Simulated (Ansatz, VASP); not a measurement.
# P in VASP and in Ansatz

```
P
1.0
     0.00000    1.93639    1.93639
     1.93639    0.00000    1.93639
     1.93639    1.93639    0.00000
P
1
Direct
  0.00000 0.00000 0.00000
```

Alike in both runs: functional PBE; k mesh 17 × 17 × 17; occupations fermi-dirac, width 0.08 eV; no spin polarisation.

Ansatz relaxed the structure, and its values are those at the end. VASP's run is a single point on that final structure, the one shown.

```csv
,VASP,Ansatz
version,VASP 6.6.1,Ansatz 0.2.0
potentials or method,"VASP PAW PBE potentials, release 64 (P)","PAW with Ansatz's default frozen-core files, scalar-relativistic"
plane-wave cutoff (eV),520,420
valence electrons in the cell,5,5
```

Ansatz gave:

* pressure (GPa): 0.0

Estimate VASP's values.

pressure (GPa): -0.2.

The functional is the same, so the differences come from potentials, cutoffs and numerics.
